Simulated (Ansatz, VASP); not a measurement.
Two plane-wave programs on MgS

```
CELL_PARAMETERS angstrom
3.83289 0.00000 0.00000
-1.91645 3.49409 0.00000
0.00000 0.00000 6.43229
ATOMIC_POSITIONS crystal
Mg 0.66667 0.33333 0.49575
Mg 0.33333 0.66667 0.99575
S 0.33333 0.66667 0.37924
S 0.66667 0.33333 0.87924
```

Change from the starting cell: strain -0.0500 x Voigt [1, 0, 0, 0, 0, 0], atoms carried along.

Alike in both runs: task single point; functional PBE; k mesh 6 × 6 × 4; occupations gaussian, width 0.05 eV; no spin polarisation.

```csv
,VASP,Ansatz
version,VASP 6.6.1,Ansatz 0.2.0
potentials or method,"VASP PAW PBE potentials, release 64 (Mg, S)","scalar-relativistic, plane waves, PAW"
plane-wave cutoff (eV),520,420
valence electrons in the cell,16,32
```

```csv
,VASP,Ansatz,Ansatz less VASP
gap on the k mesh at the Fermi level (eV),3.71,3.72,+0.007
least direct gap on the mesh (eV),3.71,3.72,+0.007
pressure (GPa),4.5,4.7,+0.14
largest component of the traceless stress (GPa),3.59,3.58,-0.012
rms of the force components (eV/Å),0.270,0.269,-0.0008
```

Atom by atom the forces differ by 0.001 eV/Å (rms over components). The two sets of potentials don't hold the same shells in valence.
